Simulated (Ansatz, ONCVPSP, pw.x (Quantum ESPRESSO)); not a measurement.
**Cu: one change to the ONCV potential, in the atom and in the fcc crystal**

```
Element                 : Cu (Z = 29)
Generator               : ONCVPSP 4.0.1.1 (patched build)
Type                    : optimised norm-conserving Vanderbilt (ONCV)
Functional              : PBE
Relativity              : scalar-relativistic
Frozen core             : [Ne] 3s2
Valence charge          : 17
Reference configuration : 3p6 3d10 4s1
Partial waves           : 4s: rc 2.50 bohr, ncon 4, nbas 7, qcut 2.6 1/bohr, 2 projectors, debl 2 Ha; 3p: rc 1.10 bohr, ncon 4, nbas 8, qcut 14.2 1/bohr, 3 projectors, debl 2 Ha; 3d: rc 1.40 bohr, ncon 3, nbas 6, qcut 11.6 1/bohr, 1 projector
Local potential         : polynomial inside 0.95 bohr (lpopt 3, dvloc0 2 Ha)
Core correction         : Teter function, fcfact 3.25, rcfact 1.55
```

In the p channel the program set the typed energies aside and used -2.651, 0.250, 2.250 Ha.

Change: local potential polynomial inside 0.62 bohr (lpopt 3, dvloc0 2 Ha).

Cutoffs, loose and tight: the cutoffs (Ha) at which the residual kinetic energy of the hardest occupied pseudo-wave falls to 1 and 0.1 mHa per electron. They do not see the model core or the augmentation charge, which bear on the density cutoff. Test errors are all-electron minus pseudo excitation energies from the reference, over the configurations 3p6 3d10 4s0; 3p6 3d9 4s0; 3p6 3d8 4s0; 3p6 3d9 4s1; variants that change the core or the reference have their own tests.

Crystal test: fcc Cu in pw.x 7.5, no spin, 15³ k-points, Fermi–Dirac smearing 0.01 Ry, cutoffs set for each file from its atomic test. The reference is all-electron LAPW (Ansatz 0.2.0) with the same functional, mesh and smearing; V0 and B0 come from Birch–Murnaghan fits to the pressures at five volumes. Errors are pseudo minus all-electron; Δ is the rms difference of the E(V) curves that follow from these fits, minima aligned, over ±6 % about the mean V0. Mesh and smearing are coarse, so the numbers serve the comparison and aren't converged zero-temperature values; the lattice is a test structure that the element need not adopt.

All-electron: a0 = 3.629 Å (V0 = 11.95 Å³/atom), B0 = 140.8 GPa.

Question: Does the change bring the crystal closer to the all-electron result?

Answer: The mean pressure error goes from +2.95 to -50.96 GPa, so the change moves the solid further from the all-electron pressures.

| quantity | base | changed |
| --- | --- | --- |
| outcome (atom) | generated, projector energies reset by the program | generated, projector energies reset by the program |
| cutoff, loose (atom) | 53 Ha | 53 Ha |
| cutoff, tight (atom) | 59 Ha | 59 Ha |
| bound ghosts (atom) | none | s |
| largest test error (meV) (atom) | -39 over the solved tests; 1 of 4 tests not solved or not reliable | -38 over the solved tests; 1 of 4 tests not solved or not reliable |
| cutoffs in pw.x (Ry) | 140/560 | 140/560 |
| a0 (Å) | 3.653 | – |
| a0 error (%) | +0.64 | – |
| B0 error (%) | +9.7 | – |
| Δ (meV/atom) | 7.6 | – |
| mean pressure error (GPa) | +2.95 | -50.96 |

A dash: not determined, or the minimum lies outside the volumes sampled.

Base: This is a poor potential for the solid. The generator flags a localised state at positive energy (s at 30 eV). Atomic configuration tests: 1 of 4 tests not solved or not reliable. Changed file: This is a poor potential for the solid. Note: ghosts flagged at negative energy: s at -143.8 eV; no localised positive-energy state flagged. A true bound ghost makes a file unfit for plane-wave use. Atomic configuration tests: 1 of 4 tests not solved or not reliable.
